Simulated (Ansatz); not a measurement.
Planning a run of Ansatz 0.2.0 on Te2Mo (layers cut from the bulk crystal). The input:

```yaml
crystal:
  lattice:
    - [3.4389077306, 0.0, 0.0]
    - [-1.7194538653, 2.978181456, 0.0]
    - [0.0, 0.0, 43.8]
  atoms:
    - { symbol: Te, position: [0.3333333333, 0.6666666667, 0.3824180727] }
    - { symbol: Mo, position: [0.6666666667, 0.3333333333, 0.4238418147] }
    - { symbol: Te, position: [0.3333333333, 0.6666666667, 0.4653490213] }
    - { symbol: Te, position: [0.6666666667, 0.3333333333, 0.5346509787] }
    - { symbol: Mo, position: [0.3333333333, 0.6666666667, 0.5761581853] }
    - { symbol: Te, position: [0.6666666667, 0.3333333333, 0.6175819273] }
  periodic: [true, true, false]
kpoints:
  mp_grid: { grid: [9, 9, 1] }
hamiltonian:
  xc: pbesol
scf:
  occupations: { method: fixed }
gw:
  n_empty_bands: 415
  ecut_chi: 55
  qp_bands: [v2, c2]
  qp_kpoints: band_edges
  screening: { model: contour_deformation }
```

```sh
ansatz run input.yaml --threads 32 --pin off --max-ram 129024MiB --backend cuda --events-out ev --progress --plain --runs-dir out --devices 1 --max-vram 157GiB  # rebuilt from the run's record
```

**Question.** How long will it take on 1 × NVIDIA GB200 with 32 threads of Arm Neoverse V2, shared host, and how much memory?

It took 19 s; on shared hardware allow 9.3 s to 37 s. Peak host memory was 2.9 GiB. The sizes that set the cost: 8715 plane waves a state, 12 irreducible k points, 461 bands summed, 413 plane waves in the screening and 9 SCF cycles.

The screening grows as filled bands × empty bands × pairs of k points, times the square of the screening basis for the matrix.

[Paths, hosts, dates, memory and timing lines, banners, echoed tables and standing remarks are left out of the program output.]

[Logs are printed without paths, hosts, clocks, repeated set-up lines and the standing remarks that a program may print on its own settings, such as how far it seeks lower states.]

[Runs of the session that timed out or met a known fault of the program may be left out.]

[Cells called generated may have been cut or substituted from an entry of the Crystallography Open Database or the Materials Project.]

[Hosts, paths, dates, database ids (printed as entryN), source tags and the programs' standing remarks are cut or masked in the printed files.]
